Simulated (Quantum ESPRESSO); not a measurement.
Au in Quantum ESPRESSO: the effect of functional

Au:

```
CELL_PARAMETERS angstrom
0.00000 2.03500 2.03500
2.03500 0.00000 2.03500
2.03500 2.03500 0.00000
ATOMIC_POSITIONS crystal
Au 0.00000 0.00000 0.00000
```

Alike in all runs:

- Program: Quantum ESPRESSO 7.5
- Task: phonons
- k mesh: 9 × 9 × 9
- Occupations: cold, width 0.2 eV
- Spin: no spin polarisation

Each run relaxes the cell or the atoms first.

```tsv
functional	potentials or basis	cutoff	relaxed volume (Å³/atom)	highest phonon frequency (cm⁻¹)
LDA	PseudoDojo 0.4.1 SR LDA standard	871 eV	?	?
revPBE	PseudoDojo 0.4.1 SR PBE standard	1034 eV	18.24	186
BLYP	PseudoDojo 0.4.1 SR PBE standard	1034 eV	19.31	187
PW91	PseudoDojo 0.4.1 SR PBE standard	1034 eV	17.93	177
```

Problem. What does the run with functional LDA give?

Solution. Relaxed volume 16.44 Å³/atom; highest phonon frequency -87 cm⁻¹.

Caveats: the mesh is thin for the phonons of a metal; the q point doesn't lie on the k mesh, which can shift a metal's frequencies strongly unless the mesh is converged; the potentials were made for another functional, which shifts forces and pressure (some runs); some modes are imaginary (some runs).

Runs at the PBE level aren't shown here.
